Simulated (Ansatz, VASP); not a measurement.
## SrTiO3: VASP beside Ansatz

Wanted: the spread between two codes on one cell, functional and k mesh. The cell is taken from a series of runs on this material, whose earlier steps may have relaxed, scaled, displaced or heated it; both programs get it as it stands.

Method: plane waves, with VASP 6.6.1 beside it; relaxation of cell and atoms at PBEsol, in Ansatz 0.2.0.

## 1. Starting point

It takes space group Pm-3m (No. 221, cubic). Conventional cell: a = 3.905 Å, b = 3.905 Å, c = 3.905 Å, α = 90.00°, β = 90.00°, γ = 90.00°. Sr has 12 O at 2.76 Å nearest. Ti has 6 O at 1.95 Å nearest. Nearest to O lie 2 Ti at 1.95 Å and 4 Sr at 2.76 Å. O has 2 Ti at 1.95 Å and 4 Sr at 2.76 Å nearest. Farther neighbours and most contacts between anions are not listed.

## 2. VASP: relaxation of cell and atoms, PBEsol

The relaxed volume is the usual yardstick between codes: in a stiff, nearly cubic crystal its relative difference is about their pressure difference at one cell divided by the bulk modulus.

Lines of VASP's logs that name or quote its potential files are left out, and so is its time.

Contents of INCAR:

```
SYSTEM = SrTiO3
PREC = Accurate
ENCUT = 600
EDIFF = 1E-07
NELM = 120
ISMEAR = -1
SIGMA = 0.02
LREAL = .FALSE.
ALGO = Normal
GGA = PS
NBANDS = 100
LASPH = .TRUE.
LORBIT = 11
LWAVE = .FALSE.
LCHARG = .FALSE.
ISIF = 3
IBRION = 2
NSW = 80
EDIFFG = -0.005
GGA_COMPAT = .FALSE.
NELMIN = 4
EFERMI = MIDGAP
KPAR = 4
```

Contents of POSCAR:

```
SrTiO3
1.0
    3.9050000000      3.9050000000      0.0000000000
   -3.9050000000      3.9050000000      0.0000000000
    0.0000000000      0.0000000000      7.8100000000
Sr Ti O
4 4 12
Direct
    0.0000000000      0.0000000000      0.0000000000
    0.0000000000      0.0000000000      0.5000000000
    0.5000000000      0.5000000000      0.0000000000
    0.5000000000      0.5000000000      0.5000000000
    0.5000000000      0.0000000000      0.2500000000
    0.5000000000      0.0000000000      0.7500000000
    0.0000000000      0.5000000000      0.2500000000
    0.0000000000      0.5000000000      0.7500000000
    0.5000000000      0.0000000000      0.0000000000
    0.2500000000      0.7500000000      0.2500000000
    0.2500000000      0.2500000000      0.2500000000
    0.5000000000      0.0000000000      0.5000000000
    0.2500000000      0.7500000000      0.7500000000
    0.2500000000      0.2500000000      0.7500000000
    0.0000000000      0.5000000000      0.0000000000
    0.7500000000      0.2500000000      0.2500000000
    0.7500000000      0.7500000000      0.2500000000
    0.0000000000      0.5000000000      0.5000000000
    0.7500000000      0.2500000000      0.7500000000
    0.7500000000      0.7500000000      0.7500000000
```

Contents of KPOINTS:

```
Automatic mesh
0
Gamma
5 5 4
0 0 0
```

Potentials, in the order of the species: Sr_sv, Ti_sv and O (PBE family, release 64).

Run with:

```bash
mpirun -np 4 vasp_std
```

Numbers of over 12 decimals in the logs are rounded to 6 here.

Output:

```text
[banner, memory and clock lines left out]
running    4 mpi-ranks, on    1 nodes
 distrk:  each k-point on    1 cores,    4 groups
 distr:  one band on    1 cores,    1 groups

 POSCAR found type information on POSCAR SrTiO
 POSCAR found :  3 types and      20 ions
|                                                                             |
|               ----> ADVICE to this user running VASP <----                  |
|                                                                             |
|     You have a (more or less) 'large supercell' and for larger cells it     |
|     might be more efficient to use real-space projection operators.         |
|     Therefore, try LREAL= Auto in the INCAR file.                           |
|     Mind: For very accurate calculation, you might also keep the            |
|     reciprocal projection scheme (i.e. LREAL=.FALSE.).                      |
|                                                                             |

|                                                                             |
|               ----> ADVICE to this user running VASP <----                  |
|                                                                             |
|     You enforced a specific xc type in the INCAR file but a different       |
|     [... a line on the potential file left out ...]
|     I HOPE YOU KNOW WHAT YOU ARE DOING!                                     |
|                                                                             |

 LDA part: xc-table for (Slater+PW92), standard interpolation
 POSCAR, INCAR and KPOINTS ok, starting setup
 FFT: planning ... GRIDC
 FFT: planning ... GRID_SOFT
 FFT: planning ... GRID
 WAVECAR not read
 entering main loop
       N       E                     dE             d eps       ncg     rms          rms(c)
DAV:   1     0.228753276881E+04    0.22875E+04   -0.86129E+04  3600   0.197E+03
DAV:   2     0.225847031103E+03   -0.20617E+04   -0.19271E+04  3740   0.561E+02
DAV:   3    -0.174800750736E+03   -0.40065E+03   -0.38533E+03  4236   0.224E+02
DAV:   4    -0.204770319718E+03   -0.29970E+02   -0.29851E+02  5200   0.634E+01
DAV:   5    -0.206585533316E+03   -0.18152E+01   -0.18136E+01  5880   0.126E+01    0.537E+01
DAV:   6    -0.167487000962E+03    0.39099E+02   -0.20622E+02  5268   0.712E+01    0.320E+01
DAV:   7    -0.168388918974E+03   -0.90192E+00   -0.35120E+01  4852   0.230E+01    0.221E+01
DAV:   8    -0.168980743947E+03   -0.59182E+00   -0.94136E+00  5032   0.180E+01    0.104E+01
DAV:   9    -0.168084670019E+03    0.89607E+00   -0.30474E+00  4948   0.113E+01    0.179E+00
DAV:  10    -0.168149078009E+03   -0.64408E-01   -0.78261E-01  4888   0.307E+00    0.224E+00
DAV:  11    -0.168084137204E+03    0.64941E-01   -0.23615E-01  4816   0.274E+00    0.379E-01
DAV:  12    -0.168084805172E+03   -0.66797E-03   -0.24379E-02  4972   0.588E-01    0.171E-01
DAV:  13    -0.168084740062E+03    0.65110E-04   -0.24643E-03  5576   0.323E-01    0.119E-01
DAV:  14    -0.168084873237E+03   -0.13318E-03   -0.13227E-03  5176   0.229E-01    0.687E-02
DAV:  15    -0.168084816589E+03    0.56648E-04   -0.22476E-04  4928   0.101E-01    0.233E-02
DAV:  16    -0.168084821199E+03   -0.46099E-05   -0.58843E-05  5040   0.299E-02    0.122E-02
DAV:  17    -0.168084819934E+03    0.12650E-05   -0.14028E-05  5272   0.165E-02    0.537E-03
DAV:  18    -0.168084819802E+03    0.13177E-06   -0.23452E-06  5048   0.650E-03    0.231E-03
DAV:  19    -0.168084819728E+03    0.74162E-07   -0.15874E-07  2488   0.157E-03
   1 F= -.16808482E+03 E0= -.16808482E+03  d E =-.168085E+03
 curvature:   0.00 expect dE= 0.000E+00 dE for cont linesearch  0.000E+00
 trial: gam= 0.00000 g(F)=  0.218E-57 g(S)=  0.334E-01 ort = 0.000E+00 (trialstep = 0.100E+01)
 search vector abs. value=  0.334E-01
 bond charge predicted
       N       E                     dE             d eps       ncg     rms          rms(c)
DAV:   1    -0.168328537595E+03   -0.24372E+00   -0.72166E+00  4436   0.141E+01    0.459E+00
DAV:   2    -0.168121334398E+03    0.20720E+00   -0.86760E-01  4492   0.439E+00    0.167E+00
DAV:   3    -0.168080270959E+03    0.41063E-01   -0.19750E-01  4452   0.163E+00    0.588E-01
DAV:   4    -0.168081546206E+03   -0.12752E-02   -0.41353E-02  4816   0.562E-01    0.556E-01
DAV:   5    -0.168082949764E+03   -0.14036E-02   -0.62019E-03  5140   0.294E-01    0.376E-01
DAV:   6    -0.168084867330E+03   -0.19176E-02   -0.46570E-03  5996   0.180E-01    0.193E-01
DAV:   7    -0.168085232199E+03   -0.36487E-03   -0.12520E-03  5648   0.138E-01    0.752E-02
DAV:   8    -0.168085298694E+03   -0.66496E-04   -0.70728E-04  5976   0.532E-02    0.354E-02
DAV:   9    -0.168085288205E+03    0.10489E-04   -0.90992E-05  4136   0.397E-02    0.223E-02
DAV:  10    -0.168085289999E+03   -0.17939E-05   -0.17455E-05  5224   0.997E-03    0.943E-03
DAV:  11    -0.168085290511E+03   -0.51150E-06   -0.18548E-06  4280   0.492E-03    0.222E-03
DAV:  12    -0.168085290777E+03   -0.26658E-06   -0.20704E-07  2640   0.185E-03    0.631E-04
DAV:  13    -0.168085290657E+03    0.12017E-06   -0.43916E-08  2068   0.865E-04    0.619E-04
DAV:  14    -0.168085290780E+03   -0.12297E-06   -0.29082E-08  2028   0.761E-04    0.196E-04
DAV:  15    -0.168085290776E+03    0.41982E-08   -0.12162E-08  2028   0.487E-04
   2 F= -.16808529E+03 E0= -.16808529E+03  d E =-.471048E-03
 trial-energy change:   -0.000471  1 .order   -0.000411   -0.033449    0.032626
 step:   0.5076(harm=  0.5062)  dis= 0.00000  next Energy=  -168.093316 (dE=-0.850E-02)
 bond charge predicted
       N       E                     dE             d eps       ncg     rms          rms(c)
DAV:   1    -0.168151791630E+03   -0.66501E-01   -0.17450E+00  4408   0.701E+00    0.224E+00
DAV:   2    -0.168101790925E+03    0.50001E-01   -0.20692E-01  4516   0.223E+00    0.814E-01
DAV:   3    -0.168092480292E+03    0.93106E-02   -0.50747E-02  4128   0.770E-01    0.354E-01
DAV:   4    -0.168092648461E+03   -0.16817E-03   -0.93898E-03  4864   0.261E-01    0.305E-01
DAV:   5    -0.168092834119E+03   -0.18566E-03   -0.87299E-04  5200   0.156E-01    0.229E-01
DAV:   6    -0.168093271290E+03   -0.43717E-03   -0.17517E-03  5932   0.104E-01    0.116E-01
DAV:   7    -0.168093332588E+03   -0.61298E-04   -0.35569E-04  5924   0.577E-02    0.669E-02
DAV:   8    -0.168093317771E+03    0.14817E-04   -0.19110E-04  5216   0.329E-02    0.452E-02
DAV:   9    -0.168093328978E+03   -0.11207E-04   -0.15293E-05  5032   0.139E-02    0.616E-03
DAV:  10    -0.168093329042E+03   -0.63963E-07   -0.26356E-06  4132   0.392E-03    0.473E-03
DAV:  11    -0.168093328691E+03    0.35127E-06   -0.18267E-07  2748   0.193E-03    0.310E-03
DAV:  12    -0.168093328401E+03    0.29008E-06   -0.86668E-08  2212   0.120E-03    0.213E-03
DAV:  13    -0.168093328409E+03   -0.86038E-08   -0.30612E-08  2012   0.855E-04
   3 F= -.16809333E+03 E0= -.16809333E+03  d E =-.850868E-02
 curvature:  -0.25 expect dE=-0.256E-06 dE for cont linesearch -0.249E-06
 trial: gam=-0.00539 g(F)=  0.510E-57 g(S)=  0.101E-05 ort = 0.181E-03 (trialstep = 0.902E+00)
 search vector abs. value=  0.264E-07
 reached required accuracy - stopping structural energy minimisation
```

From OUTCAR (step 2):

```text
ion  position               nearest neighbor table
   1  0.000  0.000  0.000-   9 2.76  10 2.76  11 2.76  13 2.76  14 2.76  15 2.76  16 2.76  17 2.76
                            19 2.76  20 2.76  15 2.76   9 2.76   5 3.38   6 3.38   7 3.38   8 3.38
   2  0.000  0.000  0.500-  10 2.76  11 2.76  12 2.76  13 2.76  14 2.76  16 2.76  17 2.76  18 2.76
                            19 2.76  20 2.76  18 2.76  12 2.76   5 3.38   6 3.38   7 3.38   8 3.38
   3  0.500  0.500  0.000-   9 2.76  10 2.76  11 2.76  13 2.76  14 2.76  15 2.76  16 2.76  17 2.76
                            19 2.76  20 2.76   9 2.76  15 2.76   5 3.38   6 3.38   5 3.38   6 3.38
   4  0.500  0.500  0.500-  10 2.76  11 2.76  12 2.76  13 2.76  14 2.76  16 2.76  17 2.76  18 2.76
                            19 2.76  20 2.76  12 2.76  18 2.76   5 3.38   6 3.38   5 3.38   6 3.38
   5  0.500  0.000  0.250-   9 1.95  10 1.95  11 1.95  12 1.95  16 1.95  17 1.95   3 3.38   4 3.38
                             1 3.38   2 3.38   3 3.38   4 3.38   1 3.38   2 3.38
   6  0.500  0.000  0.750-   9 1.95  12 1.95  13 1.95  14 1.95  19 1.95  20 1.95   3 3.38   4 3.38
                             1 3.38   2 3.38   3 3.38   4 3.38   1 3.38   2 3.38
   7  0.000  0.500  0.250-  10 1.95  11 1.95  15 1.95  16 1.95  17 1.95  18 1.95   3 3.38   4 3.38
                             1 3.38   2 3.38   1 3.38   2 3.38   3 3.38   4 3.38
   8  0.000  0.500  0.750-  13 1.95  14 1.95  15 1.95  18 1.95  19 1.95  20 1.95   3 3.38   4 3.38
                             1 3.38   2 3.38   1 3.38   2 3.38   3 3.38   4 3.38
   9  0.500  0.000  0.000-   5 1.95   6 1.95   1 2.76   3 2.76   3 2.76   1 2.76
  10  0.250  0.750  0.250-   5 1.95   7 1.95   3 2.76   4 2.76   1 2.76   2 2.76
  11  0.250  0.250  0.250-   5 1.95   7 1.95   3 2.76   4 2.76   1 2.76   2 2.76
  12  0.500  0.000  0.500-   5 1.95   6 1.95   2 2.76   4 2.76   4 2.76   2 2.76
  13  0.250  0.750  0.750-   6 1.95   8 1.95   3 2.76   4 2.76   1 2.76   2 2.76
  14  0.250  0.250  0.750-   6 1.95   8 1.95   3 2.76   4 2.76   1 2.76   2 2.76
  15  0.000  0.500  0.000-   7 1.95   8 1.95   1 2.76   3 2.76   1 2.76   3 2.76
  16  0.750  0.250  0.250-   5 1.95   7 1.95   3 2.76   4 2.76   1 2.76   2 2.76
  17  0.750  0.750  0.250-   5 1.95   7 1.95   3 2.76   4 2.76   1 2.76   2 2.76
  18  0.000  0.500  0.500-   7 1.95   8 1.95   2 2.76   4 2.76   2 2.76   4 2.76
  19  0.750  0.250  0.750-   6 1.95   8 1.95   3 2.76   4 2.76   1 2.76   2 2.76
  20  0.750  0.750  0.750-   6 1.95   8 1.95   3 2.76   4 2.76   1 2.76   2 2.76

  LATTYP: Found a simple tetragonal cell.
 ALAT       =     5.5225039611
 C/A-ratio  =     1.4142135624

 Subroutine GETGRP returns: Found 16 space group operations
 (whereof 16 operations were pure point group operations)

The static configuration has the point symmetry D_4h.

 Found     18 irreducible k-points:

   k-points           NKPTS =     18   k-points in BZ     NKDIM =     18   number of bands    NBANDS=    100

   dimension x,y,z NGX =    48 NGY =   48 NGZ =   64
   dimension x,y,z NGXF=    96 NGYF=   96 NGZF=  128

   ENCUT  =  600.0 eV  44.10 Ry    6.64 a.u.  11.03 11.03 15.60*2*pi/ulx,y,z

   NELECT =     160.0000    total number of electrons

 k-points in reciprocal lattice and weights: Automatic mesh
   0.00000000  0.00000000  0.00000000       0.010
   0.20000000  0.00000000  0.00000000       0.040
   0.40000000  0.00000000  0.00000000       0.040
   0.20000000  0.20000000  0.00000000       0.040
   0.40000000  0.20000000  0.00000000       0.080
   0.40000000  0.40000000  0.00000000       0.040
   0.00000000  0.00000000  0.25000000       0.020
   0.20000000  0.00000000  0.25000000       0.080
   0.40000000  0.00000000  0.25000000       0.080
[...]
0.40000000  0.20000000  0.50000000       0.080
   0.40000000  0.40000000  0.50000000       0.040

 average (electrostatic) potential at core
       1 -34.2326       2 -34.2326       3 -34.2326       4 -34.2326       5 -76.1656
       6 -76.1656       7 -76.1656       8 -76.1656       9 -69.4512      10 -69.4510
      11 -69.4510      12 -69.4512      13 -69.4510      14 -69.4510      15 -69.4512
      16 -69.4510      17 -69.4510      18 -69.4512      19 -69.4510      20 -69.4510

 E-fermi :   4.9968

 k-point     1 :       0.0000    0.0000    0.0000
  band No.  band energies     occupation
    ...
     76       3.7346      2.00000
     77       3.9925      2.00000
     78       4.0889      2.00000
     79       4.0889      2.00000
     80       4.0890      2.00000
     81       5.9046      0.00000
     82       5.9046      0.00000
     83       5.9046      0.00000
     84       6.0862      0.00000
     85       7.9081      0.00000
    ...

 k-point     2 :       0.2000    0.0000    0.0000
  band No.  band energies     occupation
    ...
     76       3.5762      2.00000
     77       3.8412      2.00000
     78       3.8517      2.00000
     79       3.9037      2.00000
     80       4.0142      2.00000
     81       6.1284      0.00000
     82       6.1988      0.00000
     83       6.3246      0.00000
     84       6.4757      0.00000
     85       7.7364      0.00000
    ...

 k-point     3 :       0.4000    0.0000    0.0000
  band No.  band energies     occupation
    ...
     76       3.2758      2.00000
     77       3.3404      2.00000
     78       3.4943      2.00000
     79       3.4969      2.00000
     80       3.7595      2.00000
     81       6.6581      0.00000
     82       6.8079      0.00000
     83       7.0342      0.00000
     84       7.2194      0.00000
     85       7.2625      0.00000
    ...

  Total       -0.0103027     -0.0103027     -0.0143770      0.0000000      0.0000000      0.0000000
  in kB       -0.0698511     -0.0698511     -0.0974745      0.0000000      0.0000000      0.0000000
  external PRESSURE =      -0.0790589 kB  Pullay stress =       0.0000000 kB

  energy-cutoff  :      600.00
  volume of cell :      236.31
      direct lattice vectors                 reciprocal lattice vectors
     3.894729573  3.894729573  0.000000000     0.128378618  0.128378618  0.000000000
    -3.894729573  3.894729573  0.000000000    -0.128378618  0.128378618  0.000000000
    -0.000000000 -0.000000000  7.789407123    -0.000000000 -0.000000000  0.128379475

 POSITION                                       TOTAL-FORCE (eV/Angst)
 -----------------------------------------------------------------------------------
     -0.00000      0.00000      0.00000         0.000000     -0.000000      0.000000
     -0.00000     -0.00000      3.89470         0.000000      0.000000      0.000000
     -0.00000      3.89473      0.00000        -0.000000     -0.000000      0.000000
     -0.00000      3.89473      3.89470        -0.000000      0.000000      0.000000
      1.94736      1.94736      1.94735         0.000000     -0.000000      0.000000
      1.94736      1.94736      5.84206         0.000000     -0.000000     -0.000000
     -1.94736      1.94736      1.94735        -0.000000     -0.000000     -0.000000
     -1.94736      1.94736      5.84206         0.000000     -0.000000     -0.000000
      1.94736      1.94736      0.00000        -0.000000     -0.000000      0.000000
     -1.94736      3.89473      1.94735         0.000000     -0.000000      0.000000
     -0.00000      1.94736      1.94735        -0.000000      0.000000      0.000000
      1.94736      1.94736      3.89470        -0.000000     -0.000000      0.000000
     -1.94736      3.89473      5.84206        -0.000000     -0.000000      0.000000
     -0.00000      1.94736      5.84206        -0.000000      0.000000      0.000000
     -1.94736      1.94736      0.00000         0.000000     -0.000000      0.000000
      1.94736      3.89473      1.94735        -0.000000      0.000000      0.000000
     -0.00000      5.84209      1.94735         0.000000      0.000000      0.000000
     -1.94736      1.94736      3.89470         0.000000     -0.000000      0.000000
      1.94736      3.89473      5.84206        -0.000000      0.000000      0.000000
     -0.00000      5.84209      5.84206         0.000000     -0.000000      0.000000
 -----------------------------------------------------------------------------------
    total drift:                                0.000000      0.000000     -0.000000

  FREE ENERGIE OF THE ION-ELECTRON SYSTEM (eV)
  ---------------------------------------------------
  free  energy   TOTEN  =      -168.0933284093 eV

  energy  without entropy=     -168.0933284093  energy(sigma->0) =     -168.09332841

 reached required accuracy - stopping structural energy minimisation

 total charge
# of ion       s       p       d       tot
------------------------------------------
    1        1.997   5.762   0.208   7.968
    2        1.997   5.762   0.208   7.968
    3        1.997   5.762   0.208   7.968
    4        1.997   5.762   0.208   7.968
    5        2.237   6.332   1.783  10.352
    6        2.237   6.332   1.783  10.352
    7        2.237   6.332   1.783  10.352
    8        2.237   6.332   1.783  10.352
    9        1.556   3.477   0.000   5.034
   10        1.556   3.477   0.000   5.034
   11        1.556   3.477   0.000   5.034
   12        1.556   3.477   0.000   5.034
   13        1.556   3.477   0.000   5.034
   14        1.556   3.477   0.000   5.034
   15        1.556   3.477   0.000   5.034
   16        1.556   3.477   0.000   5.034
   17        1.556   3.477   0.000   5.034
   18        1.556   3.477   0.000   5.034
   19        1.556   3.477   0.000   5.034
   20        1.556   3.477   0.000   5.034
--------------------------------------------------
tot         35.609  90.107   7.965 133.682

[... 3 further parts left out ...]
```

CONTCAR:

```
SrTiO3
   1.00000000000000
     3.8947295729412921    3.8947295729412921    0.0000000000000000
    -3.8947295729412921    3.8947295729412921    0.0000000000000000
    -0.0000000000000000   -0.0000000000000000    7.7894071229470283
  Sr              Ti              O
     4     4    12
Direct
     0.0000000000000000    0.0000000000000000    0.0000000000000000
     0.0000000000000000    0.0000000000000000    0.5000000000000000
     0.5000000000000000    0.5000000000000000    0.0000000000000000
     0.5000000000000000    0.5000000000000000    0.5000000000000000
     0.5000000000000000    0.0000000000000000    0.2500000000000000
     0.5000000000000000    0.0000000000000000    0.7500000000000000
     0.0000000000000000    0.5000000000000000    0.2500000000000000
     0.0000000000000000    0.5000000000000000    0.7500000000000000
     0.5000000000000000    0.0000000000000000    0.0000000000000000
     0.2500000000000000    0.7500000000000000    0.2500000000000000
     0.2500000000000000    0.2500000000000000    0.2500000000000000
     0.5000000000000000    0.0000000000000000    0.5000000000000000
     0.2500000000000000    0.7500000000000000    0.7500000000000000
     0.2500000000000000    0.2500000000000000    0.7500000000000000
     0.0000000000000000    0.5000000000000000    0.0000000000000000
     0.7500000000000000    0.2500000000000000    0.2500000000000000
     0.7500000000000000    0.7500000000000000    0.2500000000000000
     0.0000000000000000    0.5000000000000000    0.5000000000000000
     0.7500000000000000    0.2500000000000000    0.7500000000000000
     0.7500000000000000    0.7500000000000000    0.7500000000000000
```

This run has no spin polarisation, so a moment on Ti, if there is one, isn't seen. The run keeps the 16 symmetry operations of its start, so it cannot find a distortion of lower symmetry.

(Continued in part 2 of 2.)

[Lines on the potential files, build, host, timing and source positions are cut from VASP's logs without a mark.]

[Logs are printed without paths, hosts, clocks, repeated set-up lines and the standing remarks that a program may print on its own settings, such as how far it seeks lower states.]

[Hosts, paths, dates, database ids (printed as entryN), source tags and the programs' standing remarks are cut or masked in the printed files.]
